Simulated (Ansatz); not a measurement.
Theory: DFT PBE, scalar-relativistic, plane waves, PAW in Ansatz. Settings: cutoff 420 eV, Γ-centred meshes spaced at most about 0.3 Å⁻¹, and about 0.25 Å⁻¹ or finer for metals (2π included), Gaussian smearing. No spin polarisation.

All energies are static (0 K, no zero-point motion).

Compare these two cells of Hf₂H₃, each relaxed at this level.

1.

```
Hf H
1.0
     3.17726    0.00000    0.00000
    -1.58863    2.75159    0.00000
     0.00000    0.00000    6.60834
Hf H
2 3
Direct
  0.00000 0.00000 0.22840
  0.00000 0.00000 0.77160
  0.33333 0.66667 0.00000
  0.66667 0.33333 0.00000
  0.00000 0.00000 0.50000
```

2.

```
Hf H
1.0
     3.72681    0.00000    0.00000
     0.00000    3.72681    0.00000
     0.00000    0.00000    3.72681
Hf H
2 3
Direct
  0.50000 0.50000 0.50000
  0.00000 0.00000 0.00000
  0.00000 0.50000 0.50000
  0.50000 0.00000 0.50000
  0.50000 0.50000 0.00000
```

Question: Which form is favoured at zero pressure, and by what margin per atom?

Answer: Cell 2 is lower, by 0.36 eV/atom. Cell 1 has space group P6/mmm (No. 191), 11.6 Å³/atom and no gap on its mesh; cell 2 has space group Pm-3m (No. 221), 10.4 Å³/atom and no gap. Counting H atoms around Hf (those within 1.25 times the shortest such distance or 1.15 times the sum of covalent radii, 1.27 where that leaves under three; a plus sign parts nearer from farther groups; a slash parts the counts of unlike sites), cell 1 has Hf 1+6 and cell 2 has Hf 6/12. The denser one is the lower, and pressure would at first widen the difference. Both come from invented guesses. The lowest form computed isn't among them: it has space group R32 (No. 155), 10.1 Å³/atom and lies 255 meV/atom below the best shown.

These runs have no spin–orbit coupling, which can matter for Hf. With hydrogen, zero-point motion can shift such differences by 10 meV/atom or more. Cells relaxed within their symmetry can be saddle points. Some candidate types were left out of the draw beforehand, so a known form may be missing.
